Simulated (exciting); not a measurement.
A run of exciting (release sodium):

input.xml

```xml
<input>
  <title>HgTe</title>
  <structure speciespath="./" tshift="false">
    <crystal scale="1">
      <basevect>0.000000000000 6.074524627610 6.074524627610</basevect>
      <basevect>6.074524627610 0.000000000000 6.074524627610</basevect>
      <basevect>6.074524627610 6.074524627610 0.000000000000</basevect>
    </crystal>
    <species speciesfile="Hg.xml" rmt="2.3">
      <atom coord="0.000000000000 0.000000000000 0.000000000000"/>
    </species>
    <species speciesfile="Te.xml" rmt="2.3">
      <atom coord="0.750000000000 0.750000000000 0.750000000000"/>
    </species>
  </structure>
  <groundstate do="fromscratch" ngridk="7 7 7" rgkmax="9" gmaxvr="14" lmaxapw="10" lmaxmat="10" lmaxvr="8" xctype="GGA_PBE" stype="Fermi Dirac" swidth="0.00183747" nempty="10" ValenceRelativity="iora*" epsengy="1e-05" epspot="1e-05" maxscl="60" outputlevel="normal"/>
  <properties>
    <bandstructure>
      <plot1d>
        <path steps="80">
          <point coord="0 0 0" label="G"/>
          <point coord="0.5 0 0.5" label="X"/>
          <point coord="0.5 0.25 0.75" label="W"/>
          <point coord="0.375 0.375 0.75" label="K"/>
          <point coord="0 0 0" label="G"/>
          <point coord="0.5 0.5 0.5" label="L"/>
          <point coord="0.625 0.25 0.625" label="U"/>
          <point coord="0.5 0.25 0.75" label="W"/>
          <point coord="0.5 0.5 0.5" label="L"/>
          <point coord="0.375 0.375 0.75" label="K" breakafter="true"/>
          <point coord="0.625 0.25 0.625" label="U"/>
          <point coord="0.5 0 0.5" label="X"/>
        </path>
      </plot1d>
    </bandstructure>
  </properties>
</input>
```

Potentials or basis: all-electron LAPW+lo, shipped species files, valence relativity iora*.

The run is started by

```bash
$ OMP_NUM_THREADS=1 exciting_smp
```

Hardware: 1 thread of Arm Neoverse V1 (shared host).

Question: How long does it take, and how much memory?

Answer: Wall time 3.1 min on 1 thread of Arm Neoverse V1, on a shared host, peak memory 0.16 GiB. Counts: scf iterations 16, plane waves 465.
